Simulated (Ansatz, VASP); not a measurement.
# One calculation of Pb, two programs

```
Pb
1.0
    -2.12303    2.12303    1.77779
     2.12303   -2.12303    1.77779
     2.12303    2.12303   -1.77779
Pb
1
Direct
  0.00000 0.00000 0.00000
```

Alike in both runs: functional PBE; k mesh 10 × 10 × 10; occupations gaussian, width 0.1 eV; no spin polarisation.

Ansatz relaxed the structure, and its values are those at the end. VASP's run is a single point on that final structure, the one shown.

```csv
,VASP,Ansatz
version,VASP 6.6.1,Ansatz 0.2.0
potentials or method,"VASP PAW PBE potentials, release 64 (Pb_d)","scalar-relativistic, plane waves, PAW"
plane-wave cutoff (eV),520,420
valence electrons in the cell,14,14
```

Ansatz gave:

| Item | Value |
| --- | --- |
| gap on the k mesh at the Fermi level (eV) | none |
| pressure (GPa) | 0.0 |

**Question.** What did VASP give for the same quantities?

**Answer.** gap on the k mesh at the Fermi level (eV): none; pressure (GPa): -0.1.

A gap of «none» marks a metal or a gap that the smearing closes. With one functional, cell and mesh, what is left measures potentials, basis and numerics.

Spin-orbit coupling is left out, which matters for the levels of Pb.
